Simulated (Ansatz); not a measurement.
Take Li2O in the anti-fluorite structure (space group Fm-3m, No. 225; a = 4.573 Å) as the base. Axes: x, y, z lie along the cube axes.

Calculations: Kohn–Sham DFT with the r2SCAN functional, run in Ansatz (a program for electronic structure) with PAW and 500 eV plane waves, no SOC.

Before the change:

| Item | Result |
|---|---|
| Electron mass | 0.81 mₑ along k, 0.43 mₑ across (at X) |
| Pressure | 0.01 GPa |
| Valence-band top at Γ | 0.00, 0.00, 0.00 eV |

Modification: uniaxial strain ε_zz = +0.74 %, all other strain components held at zero, atoms relaxed at fixed cell.

**Question.** What does the calculation give for the electron mass, pressure and valence-band top at Γ after the change?

**Answer.** The electron mass changes from 0.81 mₑ along k, 0.43 mₑ across (at X) to 0.81 mₑ along k, 0.44 mₑ across (at X); the pressure (mean of the normal stresses, compression positive) drops by 0.634 GPa, from 0.01 GPa to -0.63 GPa; the valence-band top at Γ (three highest levels, from the VBM) becomes 0.00, 0.00, -0.02 eV (base: 0.00, 0.00, 0.00 eV).

The levels and masses belong to the bands next to the band gap. Masses are band curvatures over ±0.01 Å⁻¹ around the edge. Along k means along the line from Γ to the band edge. Stability against distortions was not tested.
